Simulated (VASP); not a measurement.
# In7Se8 (a cell with a defect) in VASP: further runs

The runs below take In7Se8 (a cell with a defect) through single point, with PBE.

All numbers are computed with VASP 6.6.1; they aren't measurements. Logs are shortened: lines on timing, memory, paths and dates and some standing lists are left out, and cuts for length are marked.

### Step 1. Starting point

The cell holds a defect, 15 atoms: a = 11.020 Å, b = 8.220 Å, c = 4.610 Å, α = 90.00°, β = 87.20°, γ = 90.00°.

### Step 2. Single point, PBE

Contents of INCAR:

```
SYSTEM = In7Se8
  ALGO = Fast
  EDIFF = 1E-7
  ENCUT = 520
  GGA = PE
  ISIF = 2
  ISMEAR = -1
  LASPH = .True.
  LCHARG = .False.
  LREAL = Auto
  LWAVE = .False.
  NBANDS = 82
  NELM = 100
  PREC = Accurate
  SIGMA = 0.05
```

Contents of KPOINTS:

```
k-points
0
Gamma
  2 2 3
  0 0 0
```

Contents of POSCAR:

```
In7Se8
1.0
   11.0195290000      0.0000000000      0.0000000000
    0.0000000000      8.2196480000      0.0000000000
    0.2251900000      0.0000000000      4.6043030000
Se In
8 7
Direct
    0.1468031430      0.2768622209      0.5408877305
    0.8524195568      0.2742085792      0.4583994581
    0.3413398525     -0.0003652225      0.0210248978
    0.6591444967     -0.0006849442      0.9689155992
    0.1467154336      0.7250845778      0.5384964890
    0.8525871033      0.7258993329      0.4589932504
    0.3920395101      0.4992367070      0.0093132446
    0.6083652366      0.4993162724      0.9799841583
    0.3791978098      0.2406958303      0.6190982653
    0.6205178226      0.2406791629      0.3690122045
    0.1116486735      0.0009723044      0.8408197723
    0.8884362628      0.0005924828      0.1525948662
    0.3792670087      0.7578307490      0.6202504483
    0.6203981195      0.7581093497      0.3686794722
    1.0001182293      0.5039045468      0.0156675180
```

Potentials or basis: VASP PAW PBE potentials, release 64 (Se, In_d).

Run with:

```bash
> cat potpaw_PBE.64/Se/POTCAR potpaw_PBE.64/In_d/POTCAR > POTCAR
> mpirun -np 1 vasp_std > vasp.out
```

OUTCAR:

```text
SYSTEM = In7Se8
   EDIFF = 1E-7
   ENCUT = 520
   GGA = PE
   ISIF = 2
   ISMEAR = -1
   LASPH = .True.
   LREAL = Auto
   NELM = 100
   PREC = Accurate

 ion  position               nearest neighbor table
   1  0.147  0.277  0.541-   9 2.62  11 2.67  15 3.25
   2  0.852  0.274  0.458-  10 2.62  12 2.67  15 3.17
   3  0.341  1.000  0.021-  11 2.70   9 2.73  13 2.73
   4  0.659  0.999  0.969-  12 2.70  14 2.73  10 2.73
   5  0.147  0.725  0.538-  13 2.62  11 2.68  15 3.23
   6  0.853  0.726  0.459-  14 2.63  12 2.68  15 3.13
   7  0.392  0.499  0.009-   8 2.38  13 2.79   9 2.79
   8  0.608  0.499  0.980-   7 2.38  14 2.79  10 2.79
   9  0.379  0.241  0.619-   1 2.62   3 2.73   7 2.79  10 2.85  11 3.65  13 3.97
  10  0.621  0.241  0.369-   2 2.62   4 2.73   8 2.79   9 2.85  12 3.65  14 3.97
  11  0.112  0.001  0.841-   1 2.67   5 2.68   3 2.70  12 2.79   9 3.65  13 3.66
  12  0.888  0.001  0.153-   2 2.67   6 2.68   4 2.70  11 2.79  10 3.65  14 3.66
  13  0.379  0.758  0.620-   5 2.62   3 2.73   7 2.79  14 2.85  11 3.66   9 3.97
  14  0.620  0.758  0.369-   6 2.63   4 2.73   8 2.79  13 2.85  12 3.66  10 3.97
  15  0.000  0.504  0.016-   6 3.13   2 3.17   5 3.23   1 3.25

  LATTYP: Found a simple monoclinic cell.
 ALAT       =     4.6098065742
 B/A-ratio  =     1.7830787187
 C/A-ratio  =     2.3904536606
 COS(beta)  =    -0.0488502058

  Lattice vectors:

 A1 = (   0.2251900000,   0.0000000000,   4.6043030000)
 A2 = (   0.0000000000,   8.2196480000,   0.0000000000)
 A3 = ( -11.0195290000,   0.0000000000,   0.0000000000)

Analysis of symmetry for initial positions (statically):
=====================================================================
 Subroutine PRICEL returns:
 Original cell was already a primitive cell.

 Routine SETGRP: Setting up the symmetry group for a
 simple monoclinic supercell.

 Subroutine GETGRP returns: Found  1 space group operations
 (whereof  1 operations were pure point group operations)
 out of a pool of  4 trial point group operations.

The static configuration has the point symmetry C_1 .

Analysis of symmetry for dynamics (positions and initial velocities):
=====================================================================
 Subroutine PRICEL returns:
 Original cell was already a primitive cell.

 Routine SETGRP: Setting up the symmetry group for a
 simple monoclinic supercell.

 Subroutine GETGRP returns: Found  1 space group operations
 (whereof  1 operations were pure point group operations)
 out of a pool of  4 trial point group operations.

The dynamic configuration has the point symmetry C_1 .

 Subroutine INISYM returns: Found  1 space group operations
 (whereof  1 operations are pure point group operations),
 and found     1 'primitive' translations

----------------------------------------------------------------------------------------

                                     Primitive cell

  volume of cell :     417.0423

  direct lattice vectors                    reciprocal lattice vectors
    11.019529000  0.000000000  0.000000000     0.090747980  0.000000000 -0.004438356
     0.000000000  8.219648000  0.000000000     0.000000000  0.121659711  0.000000000
     0.225190000  0.000000000  4.604303000     0.000000000  0.000000000  0.217188139

  length of vectors
    11.019529000  8.219648000  4.609806574     0.090856452  0.121659711  0.217188139

  position of ions in fractional coordinates (direct lattice)
     0.146803143  0.276862221  0.540887731
     0.852419557  0.274208579  0.458399458
     0.341339852  0.999634777  0.021024898
     0.659144497  0.999315056  0.968915599
     0.146715434  0.725084578  0.538496489
     0.852587103  0.725899333  0.458993250
     0.392039510  0.499236707  0.009313245
     0.608365237  0.499316272  0.979984158
     0.379197810  0.240695830  0.619098265
     0.620517823  0.240679163  0.369012205
     0.111648673  0.000972304  0.840819772
     0.888436263  0.000592483  0.152594866
     0.379267009  0.757830749  0.620250448
     0.620398120  0.758109350  0.368679472
     0.000118229  0.503904547  0.015667518

  ion indices of the primitive-cell ions
   primitive index   ion index
                 1           1
                 2           2
                 3           3
                 4           4
                 5           5
                 6           6
                 7           7
                 8           8
                 9           9
                10          10
                11          11
                12          12
                13          13
                14          14
                15          15

----------------------------------------------------------------------------------------

 KPOINTS: k-points

Automatic generation of k-mesh.
 Grid dimensions read from file:
 generate k-points for:    2    2    3

 Generating k-lattice:

  Cartesian coordinates                     Fractional coordinates (reciprocal lattice)
     0.045373990  0.000000000 -0.002219178     0.500000000  0.000000000  0.000000000
     0.000000000  0.060829855  0.000000000     0.000000000  0.500000000  0.000000000
     0.000000000  0.000000000  0.072396046     0.000000000  0.000000000  0.333333333

  Length of vectors
     0.045428226  0.060829855  0.072396046

  Shift w.r.t. Gamma in fractional coordinates (k-lattice)
     0.000000000  0.000000000  0.000000000

 Subroutine IBZKPT returns following result:
 ===========================================

 Found      8 irreducible k-points:

 Following reciprocal coordinates:
            Coordinates               Weight
  0.000000  0.000000  0.000000      1.000000
  0.500000  0.000000 -0.000000      1.000000
  0.000000  0.500000  0.000000      1.000000
  0.500000  0.500000 -0.000000      1.000000
  0.000000  0.000000  0.333333      2.000000
  0.500000  0.000000  0.333333      2.000000
  0.000000  0.500000  0.333333      2.000000
  0.500000  0.500000  0.333333      2.000000
   k-points           NKPTS =      8   k-points in BZ     NKDIM =      8   number of bands    NBANDS=     82
   number of dos      NEDOS =    301   number of ions     NIONS =     15
   total plane-waves  NPLWV = 193536
   dimension x,y,z NGX =    84 NGY =   64 NGZ =   36
   dimension x,y,z NGXF=   168 NGYF=  128 NGZF=   72
   ions per type =               8   7
   NGX,Y,Z   is equivalent  to a cutoff of  12.67, 12.94, 12.98 a.u.
   NGXF,Y,Z  is equivalent  to a cutoff of  25.35, 25.89, 25.97 a.u.
 SYSTEM =  In7Se8
   PREC   = accura    normal or accurate (medium, high low for compatibility)
   ISTART =      0    job   : 0-new  1-cont  2-samecut
   ICHARG =      2    charge: 1-file 2-atom 10-const
   ISPIN  =      1    spin polarized calculation?
   LNONCOLLINEAR =      F non collinear calculations
   LSORBIT =      F    spin-orbit coupling
   LASPH  =      T    aspherical Exc in radial PAW
   ENCUT  =  520.0 eV  38.22 Ry    6.18 a.u.  20.49 15.28  8.57*2*pi/ulx,y,z
   NELM   =    100;   NELMIN=  2; NELMDL= -5     # of ELM steps
   EDIFF  = 0.1E-06   stopping-criterion for ELM
   LREAL  =      T    real-space projection
   EDIFFG = 0.1E-05   stopping-criterion for IOM
   NSW    =      0    number of steps for IOM
   IBRION =     -1    ionic relax: 0-MD 1-quasi-New 2-CG
   NFREE  =      0    steps in history (QN), initial steepest desc. (CG)
   ISIF   =      2    stress and relaxation
   ISYM   =      2    0-nonsym 1-usesym 2-fastsym
   POTIM  = 0.5000    time-step for ionic-motion
   TEBEG  =    0.0;   TEEND  =   0.0 temperature during run
   PSTRESS=    0.0 pullay stress
   NELECT =     139.0000    total number of electrons
   NUPDOWN=      -1.0000    fix difference up-down
   EMIN   =  10.00;   EMAX   =-10.00  energy-range for DOS
   EFERMI =   0.00;   METHOD = LEGACY
   ISMEAR =    -1;   SIGMA  =   0.05  broadening in eV -4-tet -1-fermi 0-gaus
   EFERMI_NEDOS =   21; number of points for ismear=-14 and -15
   IALGO  =     68    algorithm
   IMIX   =      4    mixing-type and parameters
     AMIX     =   0.40;   BMIX     =  1.00
     AMIX_MAG =   1.60;   BMIX_MAG =  1.00
  volume/ion in A,a.u.               =      27.80       187.62
  Fermi-wavevector in a.u.,A,eV,Ry     =   1.135062  2.144957 17.529291  1.288367
  Thomas-Fermi vector in A             =   2.271767
   LORBIT       =      0    0 simple, 1 ext, 2 COOP (PROOUT), +10 PAW based schemes
   GGA     = PE    functional components
   LHFCALC =     F    Hartree Fock is set to
   AEXX    =    0.0000 exact exchange contribution
   IVDW    =     0    specifies the selected vdW correction
   LEPSILON=     F    determine dielectric tensor
   LRPA    =     F    only Hartree local field effects (RPA)
 non-spin polarized calculation
 RMM-DIIS sequential band-by-band and
  energy-cutoff  :      520.00
  volume of cell :      417.04
 maximum number of plane-waves:     11255
 NGX is ok and might be reduce to    84
   NGX = 41   NGY = 31   NGZ = 17

 number of electron     139.0000005 magnetization

 Free energy of the ion-electron system (eV)
  ---------------------------------------------------
  ext. energy  EPLUGINS =         0.00000000
  ---------------------------------------------------
  free energy    TOTEN  =       -51.31221747 eV

  energy without entropy =      -51.27920687  energy(sigma->0) =      -51.29571217

 E-fermi :   4.0745     XC(G=0):  -9.2420

 val. band max:        4.0432529960   @ k =   0.0000   0.5000   0.0000
 cond. band min:       4.0826786650   @ k =   0.0000   0.5000   0.3333
 fundamental gap:      0.0394256690
 Fermi energy:         4.0744638427

 k-point     1 :       0.0000    0.0000    0.0000
  band No.  band energies     occupation
      1     -10.6840      2.00000
      2     -10.4089      2.00000
      3     -10.4007      2.00000
      4     -10.3658      2.00000
      5     -10.2783      2.00000
      6     -10.2573      2.00000
[... 73 lines left out ...]
     80       7.5956      0.00000
     81       7.6057      0.00000

 k-point     2 :       0.5000    0.0000   -0.0000
  band No.  band energies     occupation
      1     -10.6835      2.00000
      2     -10.4054      2.00000
      3     -10.3889      2.00000
      4     -10.3701      2.00000
      5     -10.2981      2.00000
      6     -10.2524      2.00000
[... 73 lines left out ...]
     80       7.6624      0.00000
     81       7.6876      0.00000
[... 418 lines left out ...]
     80       8.1354      0.00000
     81       8.1879      0.00000

 k-point     8 :       0.5000    0.5000    0.3333
  band No.  band energies     occupation
      1     -10.6906      2.00000
      2     -10.4254      2.00000
      3     -10.4040      2.00000
      4     -10.3832      2.00000
      5     -10.3251      2.00000
      6     -10.3009      2.00000
[... 73 lines left out ...]
     80       8.0437      0.00000
     81       8.3947      0.00000
 [bands above 81 left out]

------------------------ aborting loop because EDIFF is reached ----------------------------------------

  FORCE on cell =-STRESS in cart. coord.  units (eV):
  Direction    XX          YY          ZZ          XY          YZ          ZX
  --------------------------------------------------------------------------------------
  -------------------------------------------------------------------------------------
  Total        4.4517475      3.1049314     -0.4093903      0.0134029     -0.0113090      1.6487292
  in kB       17.1025535     11.9284070     -1.5727801      0.0514909     -0.0434465      6.3340249
  external PRESSURE =       9.1527268 kB  Pullay stress =       0.0000000 kB

 VOLUME and BASIS-vectors are now :
 -----------------------------------------------------------------------------
  energy-cutoff  :      520.00
  volume of cell :      417.04
      direct lattice vectors                 reciprocal lattice vectors
    11.019529000  0.000000000  0.000000000     0.090747980  0.000000000 -0.004438356
     0.000000000  8.219648000  0.000000000     0.000000000  0.121659711  0.000000000
     0.225190000  0.000000000  4.604303000     0.000000000  0.000000000  0.217188139

 POSITION                                       TOTAL-FORCE (eV/Angst)
 -----------------------------------------------------------------------------------
      1.73950      2.27571      2.49041        -0.013657      0.003511     -0.016695
      9.49649      2.25390      2.11061         0.001201      0.012007      0.005674
      3.76614      8.21665      0.09681        -0.005491      0.001724     -0.004325
      7.48165      8.21402      4.46118         0.004336      0.004067      0.013354
      1.73800      5.95994      2.47940        -0.004620     -0.005724     -0.010108
      9.49847      5.96664      2.11334        -0.007080      0.009319      0.005999
      4.32219      4.10355      0.04288        -0.027434     -0.000690      0.013132
      6.92458      4.10420      4.51214         0.035001      0.010742     -0.023898
      4.31800      1.97844      2.85052         0.012765     -0.018985      0.012973
      6.92091      1.97830      1.69904        -0.009383     -0.008208      0.016786
      1.41966      0.00799      3.87139        -0.009914      0.000859     -0.020916
      9.82451      0.00487      0.70259        -0.002895     -0.017098     -0.025284
      4.31902      6.22910      2.85582         0.004531      0.021257     -0.005213
      6.91952      6.23139      1.69751         0.008669      0.007152      0.022514
      0.00483      4.14192      0.07214         0.013971     -0.019933      0.016006
 -----------------------------------------------------------------------------------
    total drift:                                0.018283     -0.026416      0.025935

  FREE ENERGIE OF THE ION-ELECTRON SYSTEM (eV)
  ---------------------------------------------------
  free  energy   TOTEN  =       -51.3122174675 eV

  energy  without entropy=      -51.2792068727  energy(sigma->0) =      -51.29571217
```

It took 10 min on 1 thread of Intel Xeon Platinum 8488C (Sapphire Rapids), shared host; peak memory 0.53 GiB.

What came out:

| Item | Value |
| --- | --- |
| Free energy | -51.3122 eV |
| Pressure | 0.9 GPa |
| Largest force | 0.044 eV/Å |
| Band gap on the k mesh | none (metal or under the smearing width) |

Forces in eV/Å, atoms in the order of the input:
```
Se  -0.014  0.004 -0.017
Se   0.001  0.012  0.006
Se  -0.005  0.002 -0.004
Se   0.004  0.004  0.013
Se  -0.005 -0.006 -0.010
Se  -0.007  0.009  0.006
Se  -0.027 -0.001  0.013
Se   0.035  0.011 -0.024
In   0.013 -0.019  0.013
In  -0.009 -0.008  0.017
In  -0.010  0.001 -0.021
In  -0.003 -0.017 -0.025
In   0.005  0.021 -0.005
In   0.009  0.007  0.023
In   0.014 -0.020  0.016
```

Stress tensor (GPa, compression positive):
```
 1.71  0.01  0.63
 0.01  1.19  0.00
 0.63  0.00 -0.16
```

Caveat: the k mesh is coarse (spacing up to 0.45 Å⁻¹), so the values aren't converged.

(Continued in part 2 of 2.)
